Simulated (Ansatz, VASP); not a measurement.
**CuAu: VASP beside Ansatz**

File INCAR:

```
PREC = Accurate
ENCUT = 520
EDIFF = 1E-6
ISMEAR = 0
SIGMA = 0.15
LREAL = False
LASPH = True
NELM = 100
ALGO = Fast
ISIF = 2
LWAVE = False
LCHARG = False
GGA = PE
NBANDS = 18
```

KPOINTS

```
regular mesh
0
Gamma
  18 18 14
```

The input POSCAR:

```
CuAu
1.0
    2.7300000000      0.0000000000      0.0000000000
    0.0000000000      2.7300000000      0.0000000000
    0.0000000000      0.0000000000      3.5782500000
Cu Au
1 1
Direct
    0.5000000000      0.5000000000      0.5000000000
    0.0000000000      0.0000000000      0.0000000000
```

Input for Ansatz:

```yaml
crystal:
  lattice:
    - [2.73, 0.0, 0.0]
    - [0.0, 2.73, 0.0]
    - [0.0, 0.0, 3.57825]
  atoms:
    - { symbol: Cu, position: [0.5, 0.5, 0.5] }
    - { symbol: Au, position: [0.0, 0.0, 0.0] }
basis:
  ecutwfc: 420
kpoints:
  mp_grid: { grid: [18, 18, 14] }
hamiltonian:
  xc: pbe
scf:
  occupations: { method: gaussian, width: 0.15 }
output:
  forces: true
  stress: true
  eigenvalues: true
```

Change from the starting cell: strain -0.025 along x and y, -0.025 along z, atoms carried along.

Alike in both runs: task single point; functional PBE; k mesh 18 × 18 × 14; occupations gaussian, width 0.15 eV; no spin polarisation.

|  | VASP | Ansatz |
| --- | --- | --- |
| version | VASP 6.6.1 | Ansatz 0.2.0 |
| potentials or method | VASP PAW PBE potentials, release 64 (Cu, Au) | scalar-relativistic, plane waves, PAW |
| plane-wave cutoff (eV) | 520 | 420 |
| valence electrons in the cell | 22 | 38 |

|  | VASP | Ansatz | Ansatz less VASP |
| --- | --- | --- | --- |
| gap on the k mesh at the Fermi level (eV) | none | none | - |
| pressure (GPa) | 22.9 | 23.1 | +0.13 |
| largest component of the traceless stress (GPa) | 1.11 | 1.19 | +0.076 |

A gap of «none» marks a metal or a gap that the smearing closes. With one functional, cell and mesh, what is left measures potentials, basis and numerics. The two sets of potentials don't hold the same shells in valence.

Caveats: so large a pressure means that the cell lies far from this level's equilibrium, or that cutoff or potentials fall short (VASP). Spin-orbit coupling is left out, which matters for the levels of Au.
